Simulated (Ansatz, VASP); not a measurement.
## Si: VASP beside Ansatz

POSCAR

```
Si
1.0
    0.0000000000      2.7221188951      2.7221188951
    2.7221188951      0.0000000000      2.7221188951
    2.7221188951      2.7221188951      0.0000000000
Si
2
Direct
    0.0000000000      0.0000000000      0.0000000000
    0.2500000000      0.2500000000      0.2500000000
```

File INCAR.step1:

```
SYSTEM = Si
  ALGO = Normal
  EDIFF = 1E-4
  ENCUT = 520
  GGA = PE
  ISMEAR = 0
  LASPH = .True.
  LCHARG = .False.
  LREAL = .False.
  LWAVE = .True.
  NBANDS = 11
  NELM = 80
  PREC = Accurate
  SIGMA = 0.01
```

INCAR.step2

```
SYSTEM = Si
  ALGO = Normal
  EDIFF = 1E-7
  ENCUT = 520
  ISIF = 2
  ISMEAR = 0
  ISTART = 1
  LASPH = .True.
  LCHARG = .True.
  LELF = .True.
  LMIXTAU = .True.
  LREAL = .False.
  LVHAR = .True.
  LWAVE = .False.
  METAGGA = R2SCAN
  NBANDS = 11
  NELM = 80
  PREC = Accurate
  SIGMA = 0.01
```

Contents of KPOINTS:

```
k-points
0
Gamma
  6 6 6
  0 0 0
```

Input for Ansatz:

```yaml
crystal:
  lattice:
    - [0.0, 2.7221188951, 2.7221188951]
    - [2.7221188951, 0.0, 2.7221188951]
    - [2.7221188951, 2.7221188951, 0.0]
  atoms:
    - { symbol: Si, position: [0.0, 0.0, 0.0] }
    - { symbol: Si, position: [0.25, 0.25, 0.25] }
kpoints:
  mp_grid: { grid: [6, 6, 6] }
hamiltonian:
  xc: r2scan
scf:
  occupations: { method: fixed }
  n_extra_bands: 4
output:
  forces: true
  stress: true
  eigenvalues: true
```

Alike in both runs: task single point; functional r2SCAN; k mesh 6 × 6 × 6; no spin polarisation.

```csv
,VASP,Ansatz
version,VASP 6.6.1,Ansatz 0.2.0
potentials or method,"VASP PAW PBE potentials, release 64 (Si)","plane waves, PAW"
plane-wave cutoff (eV),520,500
occupations,"gaussian, width 0.01 eV",fixed
valence electrons in the cell,8,8
```

VASP gave:

```
gap on the k mesh at the Fermi level (eV) : 0.93
pressure (GPa)                            : -0.2
```

Q: Which values does Ansatz return?

A: gap on the k mesh at the Fermi level (eV): 0.92; pressure (GPa): 0.1.

Caveats: the PAW data sets were made with another functional, which shifts forces and pressure a little (VASP). A k mesh can miss the band edges.
